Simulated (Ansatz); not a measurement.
**How much do the gradients of ZnF2 depend on the method?**

Cell: a Materials Project structure (computed, not necessarily an observed phase), whose atoms a relaxation with PBE at fixed cell left in place.

```cif
data_ZnF2
_symmetry_space_group_name_H-M 'P4_2/mnm'
_symmetry_Int_Tables_number 136
_cell_length_a 4.7029
_cell_length_b 4.7029
_cell_length_c 3.1329
_cell_angle_alpha 90.000
_cell_angle_beta 90.000
_cell_angle_gamma 90.000
loop_
_atom_site_label
_atom_site_type_symbol
_atom_site_symmetry_multiplicity
_atom_site_Wyckoff_symbol
_atom_site_fract_x
_atom_site_fract_y
_atom_site_fract_z
Zn Zn 2 a 0.5000 0.5000 0.5000
F F 4 f 0.6969 0.6969 0.0000
```

One atom of each set is listed.

First run. The numbers come from a DFT calculation in Ansatz (PBE, plane waves and PAW, scalar-relativistic, 420 eV cutoff, Γ-centred 7×7×11 k-points, Fermi–Dirac smearing 0.01 eV).

```tsv
site	V_zz (10²¹ V/m²)	η
Zn	2.11	0.03
F	-8.97	0.42
```

Second run. The same atoms and settings, except that the functional is r2SCAN and the cutoff is 500 eV.

Q: Given the first result, estimate the second.

A: 

| site | V_zz | η | change of V_zz |
| --- | --- | --- | --- |
| Zn | 2.13 | 0.01 | +0.02 |
| F | -8.39 | 0.40 | +0.58 |

The largest change of V_zz is on F, from -8.97 to -8.39. In per cent, |V_zz| changes by +1 on Zn, -6 on F (all sites that start above 0.5).

For the first run: At this cell the PBE pressure is 6 GPa, so with PBE the cell would grow if it were relaxed. The entry's cell may itself be off.
For the second run: With these PAW files V_zz is typically within 2 to 3 % of all-electron values, but misses above 10 % occur on Zn.
